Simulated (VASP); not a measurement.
Write the native input for VASP 6.6.1 that does the following.

```yaml
Task: relaxation of cell and atoms
Functional: HSE06
Potentials_or_basis: VASP PAW PBE potentials, release 64 (In_d, Sb)
Cutoff: 520 eV
k_mesh: 4 × 4 × 4
Occupations: gaussian, width 0.02 eV
Spin: no spin polarisation
Grid_for_exact_exchange_PRECFOCK: Fast
Screening_parameter: 0.2 1/A
Further_INCAR_settings: ALGO = Normal; EDIFF = 1e-07; IBRION = 2; EDIFFG = -0.01; NSW = 80; ISIF = 3
```

Crystal: InSb.

```
In Sb
1.0
     0.00000    3.23910    3.23910
     3.23910    0.00000    3.23910
     3.23910    3.23910    0.00000
In Sb
1 1
Direct
  0.00000 0.00000 0.00000
  0.25000 0.25000 0.25000
```

These files were run (other wordings do the same):

POSCAR

```
InSb
1.0
    0.0000000000      3.2391000000      3.2391000000
    3.2391000000      0.0000000000      3.2391000000
    3.2391000000      3.2391000000      0.0000000000
In Sb
1 1
Direct
    0.0000000000      0.0000000000      0.0000000000
    0.2500000000      0.2500000000      0.2500000000
```

INCAR.step1

```
SYSTEM = InSb
ALGO     = Normal         ! electronic algorithm
EDIFF    = 1E-5           ! SCF threshold, eV
ENCUT    = 520            ! plane-wave cutoff, eV
GGA      = PE             ! functional
ISMEAR   = 0              ! smearing method
KPAR     = 4            
LASPH    = .True.         ! aspherical terms in the spheres
LCHARG   = .False.        ! write CHGCAR
LREAL    = .False.        ! projectors in reciprocal space
LWAVE    = .True.         ! write WAVECAR
NELM     = 80             ! most SCF steps
PREC     = Accurate       ! precision mode
SIGMA    = 0.02           ! smearing width, eV
```

INCAR.step2

```
SYSTEM = InSb
ALGO     = Normal         ! electronic algorithm
EDIFF    = 1E-7           ! SCF threshold, eV
EDIFFG   = -0.01          ! ionic threshold
ENCUT    = 520            ! plane-wave cutoff, eV
GGA      = PE             ! functional
HFSCREEN = 0.2            ! screening, 1/A
IBRION   = 2              ! ionic algorithm
ISIF     = 3              ! what is computed and relaxed
ISMEAR   = 0              ! smearing method
ISTART   = 1            
KPAR     = 4            
LASPH    = .True.         ! aspherical terms in the spheres
LCHARG   = .False.        ! write CHGCAR
LHFCALC  = .True.         ! exact exchange
LREAL    = .False.        ! projectors in reciprocal space
LWAVE    = .False.        ! write WAVECAR
NELM     = 80             ! most SCF steps
NSW      = 80             ! ionic steps
PREC     = Accurate       ! precision mode
PRECFOCK = Fast         
SIGMA    = 0.02           ! smearing width, eV
```

KPOINTS

```
k-points
0
Gamma
  4 4 4
  0 0 0
```

Potentials or basis: VASP PAW PBE potentials, release 64 (In_d, Sb).

Command:

```bash
$ cat potpaw_PBE.64/In_d/POTCAR potpaw_PBE.64/Sb/POTCAR > POTCAR
$ cp INCAR.step1 INCAR
$ mpirun -np 4 vasp_std > vasp.out
$ cp INCAR.step2 INCAR
$ mpirun -np 4 vasp_std > vasp.out
```

It gave:

- Relaxed volume: 34.81 Å³/atom
- Relaxed cell: a = 4.618 Å, b = 4.618 Å, c = 4.618 Å, α = 60.00°, β = 60.00°, γ = 60.00°
- Space group after relaxing (to 0.05 Å): F-43m (No. 216)
- Energy gained by relaxing: 2.9 meV/atom
- Ionic steps: 3
- Pressure after relaxing: 0.0 GPa
- Band gap on the k mesh: 0.42 eV, direct

Caveat: the PAW data sets were made with another functional, which shifts forces and pressure a little; spin-orbit coupling is left out, which moves the levels of the heavy elements.

Wall time 4.3 min on 4 MPI ranks on Intel(R) Xeon(R) Platinum 8375C CPU @ 2.90GHz (Ice Lake) (shared host), peak memory 0.31 GiB a rank.
